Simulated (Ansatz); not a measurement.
GeO$_{2}$:
```yaml
crystal:
  lattice:
    - [5.09118, 0.00000, 0.00000]
    - [-2.54559, 4.40909, 0.00000]
    - [0.00000, 0.00000, 5.76870]
  atoms:
    - { symbol: Ge, position: [0.45555, 0.00000, 0.66667] }
    - { symbol: Ge, position: [0.00000, 0.45555, 0.33333] }
    - { symbol: Ge, position: [0.54445, 0.54445, 0.00000] }
    - { symbol: O, position: [0.39729, 0.29832, 0.75807] }
    - { symbol: O, position: [0.29832, 0.39729, 0.24193] }
    - { symbol: O, position: [0.70168, 0.09897, 0.42474] }
    - { symbol: O, position: [0.60271, 0.90103, 0.90860] }
    - { symbol: O, position: [0.90103, 0.60271, 0.09140] }
    - { symbol: O, position: [0.09897, 0.70168, 0.57526] }
```

Relaxed with PBE.

Give the optical modes at the zone centre with their infrared and Raman activity from DFPT, the program Ansatz at the PBE level (PAW).

Transverse frequencies, without the LO–TO term; a row sums one degenerate level.

| ω (cm⁻¹) | degeneracy | IR ((D/Å)²/amu) | Raman (Å⁴/amu) | activity | symmetry |
|---|---|---|---|---|---|
| 111 | 2 | 0.07 | 2.4 | IR+Raman | E |
| 153 | 1 | 0.00 | 9.4 | Raman | A1 |
| 191 | 2 | 1.63 | 1.3 | IR+Raman | E |
| 218 | 1 | 4.46 | 0 | IR | A2 |
| 229 | 1 | 0.00 | 7.6 | Raman | A1 |
| 233 | 2 | 5.25 | 2.2 | IR+Raman | E |
| 295 | 2 | 8.98 | 1.4 | IR+Raman | E |
| 317 | 1 | 1.05 | 0 | IR | A2 |
| 406 | 1 | 0.00 | 290 | Raman | A1 |
| 474 | 2 | 4.56 | 27 | IR+Raman | E |
| 493 | 1 | 10.94 | 0 | IR | A2 |
| 539 | 2 | 5.61 | 9.2 | IR+Raman | E |
| 783 | 2 | 59.90 | 7.0 | IR+Raman | E |
| 798 | 1 | 31.07 | 0 | IR | A2 |
| 805 | 1 | 0.00 | 12 | Raman | A1 |
| 886 | 2 | 0.49 | 6.0 | IR+Raman | E |

How high does the top mode go among those that the LO–TO term moves?

897 cm⁻¹ for q along x, 897 cm⁻¹ for q along y, 906 cm⁻¹ for q along z.

Space group P3_221. The cell was relaxed with PBE under the symmetry of its start.

Potentials: the later of the program's two PAW sets.
